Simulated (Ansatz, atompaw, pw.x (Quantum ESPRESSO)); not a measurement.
**Equation-of-state test of one PAW (atompaw) potential (vanadium (V))**

```
Element                 : V (Z = 23)
Generator               : atompaw 4.2.0.5
Type                    : PAW
Functional              : PBE
Relativity              : scalar-relativistic
Frozen core             : [Ar]
Valence charge          : 5
Reference configuration : 3d3 4s2 4p0
Partial waves           : 4s (bound): rc 3.00 bohr; 4s channel at 0.85 Ry: rc 3.00 bohr; 4p (bound, empty): rc 2.90 bohr; 4p channel at 1.1 Ry: rc 2.90 bohr; 3d (bound): rc 1.70 bohr; 3d channel at -0.1 Ry: rc 1.70 bohr
Local potential         : troulliermartins scheme with l = 3 at 1 Ry, radius 2.60 bohr
Core correction         : smooth core density matched at 2.45 bohr
Augmentation charge     : besselshape compensation charge, radius 2.50 bohr; PAW radius 3.00 bohr; waves and projectors: custom rrkj gramschmidtortho
```

Crystal test: sc V in pw.x 7.5, no spin, 13³ k-points, Fermi–Dirac smearing 0.01 Ry, cutoffs 60/600 Ry. The reference is all-electron LAPW (Ansatz 0.2.0) with the same functional, mesh and smearing; V0 and B0 come from Birch–Murnaghan fits to the pressures at five volumes. Errors are pseudo minus all-electron; Δ is the rms difference of the E(V) curves that follow from these fits, minima aligned, over ±6 % about the mean V0. Mesh and smearing are coarse, so the numbers serve the comparison and aren't converged zero-temperature values; the lattice is a test structure that the element need not adopt.

All-electron: a0 = 2.449 Å (V0 = 14.69 Å³/atom), B0 = 134.7 GPa.

Q: How far does the potential miss the all-electron equation of state?

A: mean pressure error (GPa): +1.21; a0 (Å): 2.456; a0 error (%): +0.26; B0 error (%): +3.5; Δ (meV/atom): 3.6. The largest radius (3.00 bohr) exceeds half the bond length (2.31 bohr), so the spheres overlap, which is one possible source of error among others.

```tsv
V (Å³/atom)	P all-electron (GPa)	P pseudo (GPa)
13.854	8.87	10.60
14.218	4.70	6.13
14.583	1.01	2.18
14.948	-2.25	-1.30
15.312	-5.14	-4.38
```

Q: At the middle volume, how do free energy and pressure move when the wave cutoff is lowered (ecutrho held at 600 Ry)?

A:

```csv
cutoff (Ry),shift of F (meV/atom),shift of P (GPa)
27,+511.8,-34.23
36,+30.3,-0.85
48,+17.1,-0.37
```

Input at the middle volume:

```
&control
  calculation='scf', prefix='x', pseudo_dir='./', outdir='./tmp', tstress=.true., disk_io='low'
/
&system
  ibrav=0, nat=1, ntyp=1, ecutwfc=60, ecutrho=600, nbnd=9,
  occupations='smearing', smearing='fd', degauss=0.01
/
&electrons
  conv_thr=1e-09, mixing_beta=0.4, electron_maxstep=70
/
ATOMIC_SPECIES
V 1.0 V.UPF
CELL_PARAMETERS angstrom
  2.44314340 0.00000000 0.00000000
  0.00000000 2.44314340 0.00000000
  0.00000000 0.00000000 2.44314340
ATOMIC_POSITIONS crystal
V 0.0000 0.0000 0.0000
K_POINTS automatic
13 13 13 0 0 0
```

```bash
pw.x < V.scf.in > V.scf.out
```

Lines of the output:

```
Message from routine setup:
     using ibrav=0 with symmetry is DISCOURAGED, use correct ibrav instead
     lattice parameter (alat)  =       4.6169  a.u.
     unit-cell volume          =      98.4110 (a.u.)^3
     number of electrons       =         5.00
     number of Kohn-Sham states=            9
     kinetic-energy cutoff     =      60.0000  Ry
     charge density cutoff     =     600.0000  Ry
     scf convergence threshold =      1.0E-09
     Exchange-correlation= SLA PW PBX PBC
     number of k points=    84  Fermi-Dirac smearing, width (Ry)=  0.0100
     iteration #  1     ecut=    60.00 Ry     beta= 0.40
     total energy              =     -97.56302032 Ry
     estimated scf accuracy    <       0.02362721 Ry
     iteration #  2     ecut=    60.00 Ry     beta= 0.40
     total energy              =     -97.56887583 Ry
     estimated scf accuracy    <       0.00192316 Ry
     iteration #  3     ecut=    60.00 Ry     beta= 0.40
     total energy              =     -97.56948470 Ry
     estimated scf accuracy    <       0.00059700 Ry
     iteration #  4     ecut=    60.00 Ry     beta= 0.40
     total energy              =     -97.56954181 Ry
     estimated scf accuracy    <       0.00000304 Ry
     iteration #  5     ecut=    60.00 Ry     beta= 0.40
     total energy              =     -97.56954728 Ry
     estimated scf accuracy    <       0.00000437 Ry
     iteration #  6     ecut=    60.00 Ry     beta= 0.40
     total energy              =     -97.56954744 Ry
     estimated scf accuracy    <       0.00000037 Ry
     iteration #  7     ecut=    60.00 Ry     beta= 0.40
     total energy              =     -97.56954753 Ry
     estimated scf accuracy    <          8.2E-09 Ry
     iteration #  8     ecut=    60.00 Ry     beta= 0.40
     total energy              =     -97.56954753 Ry
     estimated scf accuracy    <          1.5E-09 Ry
     iteration #  9     ecut=    60.00 Ry     beta= 0.40
     the Fermi energy is    10.6355 ev
!    total energy              =     -97.56954753 Ry
     estimated scf accuracy    <          7.8E-11 Ry
     smearing contrib. (-TS)   =      -0.00583543 Ry
     convergence has been achieved in   9 iterations
          total   stress  (Ry/bohr**3)                   (kbar)     P=       21.81
```

The 8 pw.x runs together took about 1.7 min on one core of a shared server CPU.
